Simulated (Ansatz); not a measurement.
Calculation for TaC (rocksalt type): DFT, LDA, PAW with Ansatz's default frozen-core files, scalar-relativistic (Ansatz 0.2.0). This run: cell relaxed at zero pressure.

The start is a guessed cell of a prototype that needn't be stable.

Command: `ansatz run input.yaml --threads 1 --pin off --max-ram 2048MiB --backend cpu --events-out ev --progress --plain --runs-dir out` It took 20 s on 1 thread of Arm Neoverse V1, with other jobs on the host, peak memory 0.36 GiB.

```yaml
crystal:
  lattice:
    - [0.0, 2.15443469, 2.15443469]
    - [2.15443469, 0.0, 2.15443469]
    - [2.15443469, 2.15443469, 0.0]
  atoms:
    - { symbol: Ta, position: [0.0, 0.0, 0.0] }
    - { symbol: C, position: [0.5, 0.5, 0.5] }
kpoints:
  mp_grid: { grid: [17, 17, 17] }
scf:
  occupations: { method: fermi_dirac, width: 0.05 }
hamiltonian:
  xc: lda
  pseudopotentials: { kind: paw }
output:
  forces: true
  stress: true
relax:
  f_tol: 0.005
  max_steps: 40
  cell: {}
```

Output:

```
Engine: ansatz 0.2.0
Pseudopotentials: kind: paw
Pseudopotential: Ta, paw, valence charge 13, recommended cutoff 420 eV (normal), Ta.paw.azcp
Pseudopotential: C, paw, valence charge 4, recommended cutoff 420 eV (normal), C.paw.azcp
Functional definition: SPW92
  exchange = slater_x
  correlation = pw_c
Crystal: 2 atoms, lattice volume = 20.000 Å³
Basis set: ecut = 420 eV, 387 PW (Γ)
Bands: 13, of which v1, the nominal top of the filled ones, is band 9 counted from 1 (8 counted from 0)
Symmetry: 48 space group operations
Space group: Fm-3m (ITA 225), of the structure as read, at distance tolerance 2.7e-5 Å
k-points: 165 of 4913
Non-local potential: Ta, projectors of the file, l = 0: 3, l = 1: 2, l = 2: 2, l = 3: 1
Non-local potential: C, projectors of the file, l = 0: 2, l = 1: 2, l = 2: 1
PAW form: soft (Blöchl's): semilocal exchange-correlation on the pseudo side does not see the compensation charge
PAW frozen core: Ta, regenerated for the run's functional, and the local potential with it (the file was generated under x = pbe(κ = 0.804, μ = 0.2195149727645171), c = pbe(β = 0.06672455060314922))
PAW frozen core: C, regenerated for the run's functional, and the local potential with it (the file was generated under x = pbe(κ = 0.804, μ = 0.2195149727645171), c = pbe(β = 0.06672455060314922))
PAW one-centre angular grid: Ta, 590 points (default); XC on 64 Gauss nodes
PAW one-centre angular grid: C, 110 points (default); XC on 64 Gauss nodes
Initial density: superposition of atomic densities (neutral atoms: chi_scale 0, normalization atom), corrected by the library's trained network
Initial wavefunctions: pseudopotential atomic-orbital guess
Functional: x = slater, c = lda
SCF iter   1: F=—  HF=-9926.843566 eV  |F-HF|=—  |Δ(HF+E_count)|=         —  Δρ=8.62e-3  dr2=1.57e-2  ethr=1.77e-3  ⟨swp⟩=5.9  Hψ=11729  notcnv=0
preconditioner: auto → none  [metal: Δε(μ)=0.013 eV  Ē_g=11.158 eV  σ=0.050 eV  W_gap=0.06  n_scr=8 (ndim 8)  ℏωp=24.9 eV  f_vac=0.000  D(μ)=0.84/eV (n_scr^D=8)  sad-step TF]
SCF iter   2: F=—  HF=-9926.841811 eV  |F-HF|=—  |Δ(HF+E_count)|=   1.75e-3  Δρ=6.05e-3  dr2=8.45e-3  ethr=9.26e-5  ⟨swp⟩=1.0  Hψ=3466  notcnv=0
SCF iter   3: F=—  HF=-9926.839753 eV  |F-HF|=—  |Δ(HF+E_count)|=   2.06e-3  Δρ=8.86e-4  dr2=1.26e-4  ethr=4.97e-5  ⟨swp⟩=2.4  Hψ=2725  notcnv=0
SCF iter   4: F=—  HF=-9926.839708 eV  |F-HF|=—  |Δ(HF+E_count)|=   4.48e-5  Δρ=1.63e-4  dr2=1.92e-6  ethr=7.42e-7  ⟨swp⟩=2.3  Hψ=2819  notcnv=0
SCF iter   5: F=—  HF=-9926.839709 eV  |F-HF|=—  |Δ(HF+E_count)|=   7.38e-7  Δρ=1.55e-5  dr2=1.76e-8  ethr=1.13e-8  ⟨swp⟩=2.3  Hψ=3181  notcnv=0
SCF iter   6: F=-9926.839709 eV  HF=-9926.839709 eV  |F-HF|=1.00e-10  |Δ(HF+E_count)|=   6.14e-9  Δρ=2.27e-6  dr2=2.97e-10  ethr=1.04e-10  ⟨swp⟩=2.1  Hψ=7015  notcnv=0
SCF 1 converged in 6 iterations: F = -9926.839709 eV  dr2 = 2.97e-10
  greatest PAW one-centre occupation: 1.000 electrons in one spin orbital (limit 2), on the Ta atom at site 0 (counted from 0), in its partial waves of l = 0
relax step   1: F+E_penalty+E_count = -9926.83970855 eV  Δ(F+E_penalty+E_count) = +0.000e0 eV  max|allowed force component| = 3.813e-30 eV/Å  Δτ_max = 0.0000 Å  P = +30.132 GPa  Ω = 20.000 Å³  (6 SCF iters, dr2 threshold 1.00e-7 eV, accepted)
Crystal: 2 atoms, lattice volume = 22.068 Å³
Basis set: ecut = 420 eV, 411 PW (Γ)
Initial density: handed on by an earlier stage of this run
Initial wavefunctions: those handed on with the density
iter 1 solved again at ethr=7.58e-4 eV; its pass at ethr=3.10e-3 eV (dr2=1.29e-1 eV) is discarded
SCF iter   1: F=—  HF=-9926.981264 eV  |F-HF|=—  |Δ(HF+E_count)|=         —  Δρ=2.23e-2  dr2=1.30e-1  ethr=7.58e-4  ⟨swp⟩=1.0  Hψ=14534  notcnv=0
preconditioner: auto → none  [metal: Δε(μ)=0.002 eV  Ē_g=10.190 eV  σ=0.050 eV  W_gap=0.01  n_scr=8 (ndim 8)  ℏωp=23.7 eV  f_vac=0.000  D(μ)=0.86/eV (n_scr^D=8)]
SCF iter   2: F=—  HF=-9926.951865 eV  |F-HF|=—  |Δ(HF+E_count)|=   2.94e-2  Δρ=7.29e-3  dr2=1.51e-2  ethr=7.58e-4  ⟨swp⟩=2.2  Hψ=3376  notcnv=0
SCF iter   3: F=—  HF=-9926.948666 eV  |F-HF|=—  |Δ(HF+E_count)|=   3.20e-3  Δρ=9.06e-4  dr2=1.38e-4  ethr=8.89e-5  ⟨swp⟩=2.0  Hψ=3348  notcnv=0
SCF iter   4: F=—  HF=-9926.948665 eV  |F-HF|=—  |Δ(HF+E_count)|=   1.43e-6  Δρ=1.26e-4  dr2=1.96e-6  ethr=8.14e-7  ⟨swp⟩=2.4  Hψ=2906  notcnv=0
iter 5 did not close the SCF: its close was put off for the readings that it lacked (scf_convergence_deferred on its scf_iter line)
SCF iter   5: F=-9926.948665 eV  HF=-9926.948665 eV  |F-HF|=3.03e-9  |Δ(HF+E_count)|=   3.32e-7  Δρ=9.55e-6  dr2=4.96e-9  ethr=1.15e-8  ⟨swp⟩=2.2  Hψ=2964  notcnv=0
SCF iter   6: F=-9926.948665 eV  HF=-9926.948665 eV  |F-HF|=3.27e-11  |Δ(HF+E_count)|=   4.55e-9  Δρ=6.94e-7  dr2=6.66e-11  ethr=2.92e-11  ⟨swp⟩=1.8  Hψ=6559  notcnv=0
SCF 2 converged in 6 iterations: F = -9926.948665 eV  dr2 = 6.66e-11
relax step   2: F+E_penalty+E_count = -9926.94866529 eV  Δ(F+E_penalty+E_count) = -1.090e-1 eV  max|allowed force component| = 9.072e-30 eV/Å  Δτ_max = 0.0000 Å  P = -9.253 GPa  Ω = 22.068 Å³  energy of the carried Pulay correction = -4.992e-3 eV  (6 SCF iters, dr2 threshold 2.00e-7 eV, accepted)
Crystal: 2 atoms, lattice volume = 21.545 Å³
iter 1 solved again at ethr=3.85e-5 eV; its pass at ethr=3.10e-3 eV (dr2=6.55e-3 eV) is discarded
SCF iter   1: F=—  HF=-9926.968584 eV  |F-HF|=—  |Δ(HF+E_count)|=         —  Δρ=5.09e-3  dr2=6.49e-3  ethr=3.85e-5  ⟨swp⟩=1.0  Hψ=13178  notcnv=0
preconditioner: auto → none  [metal: Δε(μ)=0.006 eV  Ē_g=10.503 eV  σ=0.050 eV  W_gap=0.03  n_scr=8 (ndim 8)  ℏωp=24.0 eV  f_vac=0.000  D(μ)=0.90/eV (n_scr^D=8)]
SCF iter   2: F=—  HF=-9926.967132 eV  |F-HF|=—  |Δ(HF+E_count)|=   1.45e-3  Δρ=1.66e-3  dr2=7.57e-4  ethr=3.82e-5  ⟨swp⟩=2.1  Hψ=2574  notcnv=0
SCF iter   3: F=—  HF=-9926.966963 eV  |F-HF|=—  |Δ(HF+E_count)|=   1.69e-4  Δρ=2.18e-4  dr2=8.06e-6  ethr=4.45e-6  ⟨swp⟩=2.0  Hψ=2557  notcnv=0
SCF iter   4: F=—  HF=-9926.966965 eV  |F-HF|=—  |Δ(HF+E_count)|=   1.14e-6  Δρ=3.33e-5  dr2=1.43e-7  ethr=4.74e-8  ⟨swp⟩=2.3  Hψ=2723  notcnv=0
iter 5 did not close the SCF: its close was put off for the readings that it lacked (scf_convergence_deferred on its scf_iter line)
[... lines left out ...]
preconditioner: auto → none  [metal: Δε(μ)=0.018 eV  Ē_g=10.507 eV  σ=0.050 eV  W_gap=0.09  n_scr=8 (ndim 8)  ℏωp=24.0 eV  f_vac=0.000  D(μ)=0.91/eV (n_scr^D=8)]
SCF iter   2: F=—  HF=-9926.972227 eV  |F-HF|=—  |Δ(HF+E_count)|=   3.75e-7  Δρ=2.05e-6  dr2=1.94e-10  ethr=3.39e-12  ⟨swp⟩=3.0  Hψ=4318  notcnv=0
SCF iter   3: F=—  HF=-9926.972227 eV  |F-HF|=—  |Δ(HF+E_count)|=  6.55e-11  Δρ=3.97e-7  dr2=3.22e-11  ethr=1.14e-12  ⟨swp⟩=2.0  Hψ=2873  notcnv=0
iter 4 did not close the SCF: its close was put off for the readings that it lacked (scf_convergence_deferred on its scf_iter line)
SCF iter   4: F=-9926.972227 eV  HF=-9926.972227 eV  |F-HF|=1.82e-12  |Δ(HF+E_count)|=  5.46e-12  Δρ=1.53e-7  dr2=4.25e-12  ethr=1.00e-12  ⟨swp⟩=1.0  Hψ=2145  notcnv=0
iter 5 did not close the SCF: its close was put off for the readings that it lacked (scf_convergence_deferred on its scf_iter line)
SCF iter   5: F=-9926.972227 eV  HF=-9926.972227 eV  |F-HF|=0.00e0  |Δ(HF+E_count)|=    0.00e0  Δρ=2.23e-8  dr2=1.12e-13  ethr=1.00e-12  ⟨swp⟩=1.0  Hψ=2145  notcnv=0
iter 6 did not close the SCF: its close was put off for the readings that it lacked (scf_convergence_deferred on its scf_iter line)
SCF iter   6: F=-9926.972227 eV  HF=-9926.972227 eV  |F-HF|=7.28e-12  |Δ(HF+E_count)|=  5.46e-12  Δρ=3.94e-9  dr2=3.90e-15  ethr=1.00e-12  ⟨swp⟩=1.0  Hψ=2145  notcnv=0
iter 7 did not close the SCF: its close was put off for the readings that it lacked (scf_convergence_deferred on its scf_iter line)
SCF iter   7: F=-9926.972227 eV  HF=-9926.972227 eV  |F-HF|=3.64e-12  |Δ(HF+E_count)|=  7.28e-12  Δρ=1.05e-9  dr2=2.87e-16  ethr=1.00e-12  ⟨swp⟩=1.0  Hψ=2145  notcnv=0
SCF iter   8: F=-9926.972227 eV  HF=-9926.972227 eV  |F-HF|=1.82e-12  |Δ(HF+E_count)|=    0.00e0  Δρ=1.16e-10  dr2=2.01e-18  ethr=1.00e-12  ⟨swp⟩=2.1  Hψ=5587  notcnv=0
SCF 7 converged in 8 iterations: F = -9926.972227 eV  dr2 = 2.01e-18
relax step   7: F+E_penalty+E_count = -9926.97222657 eV  Δ(F+E_penalty+E_count) = -4.060e-5 eV  max|allowed force component| = 2.958e-30 eV/Å  Δτ_max = 0.0000 Å  P = +0.002 GPa  Ω = 21.499 Å³  stress off target by 2.17e-3 GPa  SCF on the basis re-selected at this cell (its energy is not comparable with the rows above)  (8 SCF iters)
basis re-selected at this cell: Δ(F+E_penalty+E_count) = -4.060e-5 eV, ΔP = +0.001 GPa vs the last step (what re-selecting the basis moved, of the pressure what is left beyond the Pulay correction that the steps carried, after the strain that the cell walked since its last selection, with what the two solves' SCF thresholds leave and, on support functions, any second-order correction that the steps lacked; it is no measure of the basis error at this ecutwfc). This SCF's stress stands 2.17e-3 GPa from its target on what of the cell is left free (relax.cell.stress_tol is 5.00e-2 GPa) and its largest allowed force component is 2.96e-30 eV/Å (relax.f_tol is 5.00e-3 eV/Å): within both
SCF converged after 8 iterations
Free energy (F): -9926.972227 eV
Harris-Foulkes:  -9926.972227 eV  (|F-HF|=1.82e-12)
Internal energy: -9926.965231 eV  (E = F + TS)
E sigma→0 (E₀):  -9926.968729 eV
Entropy (-TS):   -0.006996 eV (-3.498 meV/atom)
Fermi energy:    20.312384 eV
--- Per-component energies (eV) ---
  E_band       = -59.421671
  E_kinetic    = 459.402814
  E_local      = -542.811703  (includes V_loc(G=0)·N_el)
  E_nonlocal   = 48.188741
  E_hartree    = 184.202338
  E_xc         = -266.869245
  E_vxc        = -266.367868  (∫ρ·V_xc dr)
  E_paw        = -8240.990721  (= ΣΔE_a)
  E_vpaw       = -126.238544  (= ΣTr[D̂ρ^β])
  E_aug_tail   = 0.000212  (compensation charges beyond the density's cutoff)
  E_ewald      = -1568.409402
  E_core_change = 0.321735  (= ΣΔE_core)
  E_smearing   = -0.006996  (= −TS)
  E_closure    = 0.000000  (closes the sum)
  Σ components = -9926.972227   (vs F -9926.972227, Δ=0.00e0)
--- Forces (eV/Å), atoms counted from 1 ---
  atom   1  Ta    -0.00000000     0.00000000    -0.00000000
  atom   2  C      0.00000000    -0.00000000    -0.00000000
  max |Σ_I F_I| component: 2.76e-30 eV/Å
--- Stress (GPa, compression-positive) ---
        0.002167      -0.000000      -0.000000
       -0.000000       0.002167       0.000000
       -0.000000       0.000000       0.002167
  P = ⅓ Tr σ = 0.0022 GPa (0.022 kbar)
--- Relaxed structure (5 steps of the walk, 5 accepted, 2 SCFs on fresh bases) ---
  F+E_penalty+E_count = -9926.97222657 eV   max|allowed force component| = 2.958e-30 eV/Å   (the final SCF, on the basis selected at the relaxed cell)
  cell:  # Å, volume = 21.4990 Å³
    - [1.0756011872175689e-33, 2.206967714079426, 2.206967714079426]
    - [2.206967714079426, 4.434566000894287e-34, 2.206967714079426]
    - [2.206967714079426, 2.206967714079426, -3.189384431840583e-33]
  atoms:
    - { symbol: Ta, position: [-9.311848879477685e-37, 1.3502180875273173e-35, 3.026350885837411e-35] }
    - { symbol: C, position: [0.5, 0.5, 0.5] }
```

Next run (the series' base cell), as changes to the input before:

```diff
   lattice:
-    - [0.0, 2.15443469, 2.15443469]
-    - [2.15443469, 0.0, 2.15443469]
-    - [2.15443469, 2.15443469, 0.0]
+    - [0.0, 2.2069677141, 2.2069677141]
+    - [2.2069677141, 0.0, 2.2069677141]
+    - [2.2069677141, 2.2069677141, 0.0]
   atoms:
   mp_grid: { grid: [17, 17, 17] }
+  band_path:
+    path:
+      - [0.0, 0.0, 0.0]
+      - [0.5, 0.0, 0.5]
+      - [0.625, 0.25, 0.625]
+      - [0.375, 0.375, 0.75]
+      - [0.0, 0.0, 0.0]
+      - [0.5, 0.5, 0.5]
+      - [0.5, 0.25, 0.75]
+      - [0.5, 0.0, 0.5]
+    npoints: 8
 scf:
   stress: true
-relax:
-  f_tol: 0.005
-  max_steps: 40
-  cell: {}
+  eigenvalues: true
+  populations: true
+  dos: { projected: true, de: 0.2, e_range: [-14, 8] }
```

Results part of the output:

```
SCF 1 converged in 6 iterations: F = -9926.972227 eV  dr2 = 6.71e-10
  greatest PAW one-centre occupation: 1.000 electrons in one spin orbital (limit 2), on the Ta atom at site 0 (counted from 0), in its partial waves of l = 0
NSCF: frozen V_eff on 57 k-points
SCF converged after 6 iterations
Free energy (F): -9926.972227 eV
Harris-Foulkes:  -9926.972227 eV  (|F-HF|=2.82e-10)
Internal energy: -9926.965231 eV  (E = F + TS)
E sigma→0 (E₀):  -9926.968729 eV
Entropy (-TS):   -0.006996 eV (-3.498 meV/atom)
Fermi energy:    20.312383 eV
--- Per-component energies (eV) ---
  E_band       = -59.421832
  E_kinetic    = 459.402955
  E_local      = -542.811927  (includes V_loc(G=0)·N_el)
  E_nonlocal   = 48.188777
  E_hartree    = 184.202445
  E_xc         = -266.869273
  E_vxc        = -266.367897  (∫ρ·V_xc dr)
  E_paw        = -8240.990753  (= ΣΔE_a)
  E_vpaw       = -126.238566  (= ΣTr[D̂ρ^β])
  E_aug_tail   = 0.000212  (compensation charges beyond the density's cutoff)
  E_ewald      = -1568.409402
  E_core_change = 0.321735  (= ΣΔE_core)
  E_smearing   = -0.006996  (= −TS)
  E_closure    = 0.000000  (closes the sum)
  Σ components = -9926.972227   (vs F -9926.972227, Δ=0.00e0)
--- Forces (eV/Å), atoms counted from 1 ---
  atom   1  Ta    -0.00000000    -0.00000000    -0.00000000
  atom   2  C      0.00000000     0.00000000     0.00000000
  max |Σ_I F_I| component: 6.18e-30 eV/Å
--- Stress (GPa, compression-positive) ---
        0.002089      -0.000000       0.000000
       -0.000000       0.002089       0.000000
        0.000000       0.000000       0.002089
  P = ⅓ Tr σ = 0.0021 GPa (0.021 kbar)
--- Band table (eV; the first three rows and the last of 165) ---
  k-point 0: bands = ["-48.3473", "-14.6130", "-14.6130", "-14.6130", "5.4425", "18.8534", "18.8534", "18.8534", "19.8026", "19.8026", "19.8026", "20.9342", "20.9342"]
  k-point 1: bands = ["-48.3455", "-14.6418", "-14.6158", "-14.6158", "5.5447", "18.3217", "18.6561", "18.6561", "19.4049", "19.4049", "20.1327", "21.7291", "21.7291"]
  k-point 2: bands = ["-48.3403", "-14.7237", "-14.6240", "-14.6240", "5.8439", "17.3713", "17.8579", "17.8579", "19.5070", "19.5070", "20.5461", "23.0158", "23.0158"]
  k-point 164: bands = ["-48.2759", "-15.1364", "-15.0883", "-14.8953", "8.5310", "14.7085", "15.2332", "15.3995", "21.6318", "22.1612", "24.5100", "25.5159", "27.0808"]
--- Löwdin populations: 2 sites ---
  site symbol       q [e]
     0     Ta     12.1890
     1      C      4.7584
  spilling = 0.003091 (of n_electrons = 17.000000)
```

Next run (volume at 0.94 of the series' base cell), as changes to the input before:

```diff
   lattice:
-    - [0.0, 2.2069677141, 2.2069677141]
-    - [2.2069677141, 0.0, 2.2069677141]
-    - [2.2069677141, 2.2069677141, 0.0]
+    - [0.0, 2.1619149151, 2.1619149151]
+    - [2.1619149151, 0.0, 2.1619149151]
+    - [2.1619149151, 2.1619149151, 0.0]
   atoms:
   mp_grid: { grid: [17, 17, 17] }
-  band_path:
-    path:
-      - [0.0, 0.0, 0.0]
-      - [0.5, 0.0, 0.5]
-      - [0.625, 0.25, 0.625]
-      - [0.375, 0.375, 0.75]
-      - [0.0, 0.0, 0.0]
-      - [0.5, 0.5, 0.5]
-      - [0.5, 0.25, 0.75]
-      - [0.5, 0.0, 0.5]
-    npoints: 8
 scf:
   populations: true
-  dos: { projected: true, de: 0.2, e_range: [-14, 8] }
```

Results part of the output:

```
SCF 1 converged in 6 iterations: F = -9926.875844 eV  dr2 = 3.81e-10
  greatest PAW one-centre occupation: 1.000 electrons in one spin orbital (limit 2), on the Ta atom at site 0 (counted from 0), in its partial waves of l = 0
SCF converged after 6 iterations
Free energy (F): -9926.875844 eV
Harris-Foulkes:  -9926.875844 eV  (|F-HF|=1.55e-10)
Internal energy: -9926.869130 eV  (E = F + TS)
E sigma→0 (E₀):  -9926.872487 eV
Entropy (-TS):   -0.006714 eV (-3.357 meV/atom)
Fermi energy:    21.716333 eV
--- Per-component energies (eV) ---
  E_band       = -36.693116
  E_kinetic    = 464.668897
  E_local      = -504.596624  (includes V_loc(G=0)·N_el)
  E_nonlocal   = 49.395167
  E_hartree    = 174.758989
  E_xc         = -268.530208
  E_vxc        = -268.481038  (∫ρ·V_xc dr)
  E_paw        = -8241.793269  (= ΣΔE_a)
  E_vpaw       = -127.197331  (= ΣTr[D̂ρ^β])
  E_aug_tail   = 0.000142  (compensation charges beyond the density's cutoff)
  E_ewald      = -1601.093960
  E_core_change = 0.321735  (= ΣΔE_core)
  E_smearing   = -0.006714  (= −TS)
  E_closure    = -0.000000  (closes the sum)
  Σ components = -9926.875844   (vs F -9926.875844, Δ=0.00e0)
--- Forces (eV/Å), atoms counted from 1 ---
  atom   1  Ta    -0.00000000     0.00000000     0.00000000
  atom   2  C      0.00000000    -0.00000000     0.00000000
  max |Σ_I F_I| component: 7.63e-30 eV/Å
--- Stress (GPa, compression-positive) ---
       25.247628       0.000000       0.000000
        0.000000      25.247628      -0.000000
        0.000000      -0.000000      25.247628
  P = ⅓ Tr σ = 25.2476 GPa (252.476 kbar)
--- Band table (eV; the first three rows and the last of 165) ---
  k-point 0: bands = ["-46.7838", "-13.0352", "-13.0352", "-13.0352", "6.4186", "20.1281", "20.1281", "20.1281", "21.1640", "21.1640", "21.1640", "22.4061", "22.4061"]
  k-point 1: bands = ["-46.7813", "-13.0718", "-13.0386", "-13.0386", "6.5308", "19.5790", "19.9327", "19.9327", "20.7365", "20.7365", "21.5142", "23.2458", "23.2458"]
  k-point 2: bands = ["-46.7743", "-13.1757", "-13.0485", "-13.0485", "6.8584", "18.5985", "19.0999", "19.0999", "20.8365", "20.8365", "21.9631", "24.6190", "24.6190"]
  k-point 164: bands = ["-46.6870", "-13.6910", "-13.6305", "-13.3886", "9.6279", "15.8522", "16.4523", "16.6292", "23.1305", "23.7025", "26.3279", "27.4641", "29.2199"]
--- Löwdin populations: 2 sites ---
  site symbol       q [e]
     0     Ta     12.2172
     1      C      4.7327
  spilling = 0.002944 (of n_electrons = 17.000000)
```

Next run (volume at 0.88 of the series' base cell), as changes to the input before:

```diff
   lattice:
-    - [0.0, 2.1619149151, 2.1619149151]
-    - [2.1619149151, 0.0, 2.1619149151]
-    - [2.1619149151, 2.1619149151, 0.0]
+    - [0.0, 2.1149017858, 2.1149017858]
+    - [2.1149017858, 0.0, 2.1149017858]
+    - [2.1149017858, 2.1149017858, 0.0]
   atoms:
   mp_grid: { grid: [17, 17, 17] }
+  band_path:
+    path:
+      - [0.0, 0.0, 0.0]
+      - [0.5, 0.0, 0.5]
+      - [0.625, 0.25, 0.625]
+      - [0.375, 0.375, 0.75]
+      - [0.0, 0.0, 0.0]
+      - [0.5, 0.5, 0.5]
+      - [0.5, 0.25, 0.75]
+      - [0.5, 0.0, 0.5]
+    npoints: 8
 scf:
   populations: true
+  dos: { projected: true, de: 0.2, e_range: [-14, 8] }
```

Results part of the output:

```
SCF 1 converged in 6 iterations: F = -9926.540832 eV  dr2 = 8.44e-11
  greatest PAW one-centre occupation: 1.000 electrons in one spin orbital (limit 2), on the Ta atom at site 0 (counted from 0), in its partial waves of l = 0
NSCF: frozen V_eff on 57 k-points
SCF converged after 6 iterations
Free energy (F): -9926.540832 eV
Harris-Foulkes:  -9926.540832 eV  (|F-HF|=1.09e-11)
Internal energy: -9926.534499 eV  (E = F + TS)
E sigma→0 (E₀):  -9926.537666 eV
Entropy (-TS):   -0.006333 eV (-3.167 meV/atom)
Fermi energy:    23.287158 eV
--- Per-component energies (eV) ---
  E_band       = -11.249282
  E_kinetic    = 470.795407
  E_local      = -463.652502  (includes V_loc(G=0)·N_el)
  E_nonlocal   = 50.870706
  E_hartree    = 164.952378
  E_xc         = -270.380085
  E_vxc        = -270.828637  (∫ρ·V_xc dr)
  E_paw        = -8242.756846  (= ΣΔE_a)
  E_vpaw       = -128.339096  (= ΣTr[D̂ρ^β])
  E_aug_tail   = 0.000124  (compensation charges beyond the density's cutoff)
  E_ewald      = -1636.685418
  E_core_change = 0.321735  (= ΣΔE_core)
  E_smearing   = -0.006333  (= −TS)
  E_closure    = 0.000000  (closes the sum)
  Σ components = -9926.540832   (vs F -9926.540832, Δ=0.00e0)
--- Forces (eV/Å), atoms counted from 1 ---
  atom   1  Ta    -0.00000000     0.00000000     0.00000000
  atom   2  C      0.00000000    -0.00000000    -0.00000000
  max |Σ_I F_I| component: 2.43e-30 eV/Å
--- Stress (GPa, compression-positive) ---
       59.779725       0.000000       0.000000
        0.000000      59.779725       0.000000
        0.000000       0.000000      59.779725
  P = ⅓ Tr σ = 59.7797 GPa (597.797 kbar)
--- Band table (eV; the first three rows and the last of 165) ---
  k-point 0: bands = ["-45.0489", "-11.2729", "-11.2729", "-11.2729", "7.5452", "21.5483", "21.5483", "21.5483", "22.6968", "22.6968", "22.6968", "24.0531", "24.0531"]
  k-point 1: bands = ["-45.0456", "-11.3202", "-11.2772", "-11.2772", "7.6696", "20.9840", "21.3588", "21.3588", "22.2275", "22.2275", "23.0622", "24.9458", "24.9458"]
  k-point 2: bands = ["-45.0360", "-11.4535", "-11.2894", "-11.2894", "8.0312", "19.9716", "20.4902", "20.4902", "22.3194", "22.3194", "23.5441", "26.4147", "26.4147"]
  k-point 164: bands = ["-44.9162", "-12.1020", "-12.0253", "-11.7199", "10.8699", "17.1363", "17.8422", "18.0385", "24.8114", "25.4282", "28.3725", "29.6629", "31.6376"]
--- Löwdin populations: 2 sites ---
  site symbol       q [e]
     0     Ta     12.2496
     1      C      4.7026
  spilling = 0.002811 (of n_electrons = 17.000000)
```

Spin–orbit coupling is left out, which matters for the heavy atoms. The PAW files were made under PBE.
